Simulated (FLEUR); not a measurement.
## WC (Qusongite): equation of state with LDA

Crystal: WC (Qusongite).

```
CELL_PARAMETERS angstrom
2.90650 0.00000 0.00000
-1.45325 2.51710 0.00000
0.00000 0.00000 2.83660
ATOMIC_POSITIONS crystal
W 0.00000 0.00000 0.00000
C 0.66667 0.33333 0.50000
```

* Program: FLEUR MaX-R8.1 (later development tree)
* Task: equation of state
* Functional: LDA
* Potentials or basis: all-electron
* Basis: FLAPW
* Kmax: 5.03 1/bohr
* k mesh: 10 × 10 × 9
* Occupations: fermi-dirac, width 0.05 eV
* Spin: no spin polarisation
* Gmax: 15.6 1/bohr
* Muffin-tin radii: W 2.3, C 1.43 bohr
* lmax: W 10, C 8
* Local orbitals a species: W 4, C 3

```yaml
Equilibrium_volume: 10.13 Å³/atom
Bulk_modulus_at_fixed_shape_and_positions: 425 GPa
Pressure_derivative_of_the_bulk_modulus: "4.3 (rough: it moves with the points fitted)"
```

Energy against volume, from the lowest point:
```csv
volume (Å³/atom),energy (meV/atom)
9.754,15.81
9.961,0.00
10.376,4.05
10.791,47.99
10.999,82.43
```

Caveat: the cell was scaled at fixed shape and fractional positions, which overstates the stiffness of a crystal with free parameters, most of all of layers and chains. Spin-orbit coupling is left out, which matters for the levels of W.
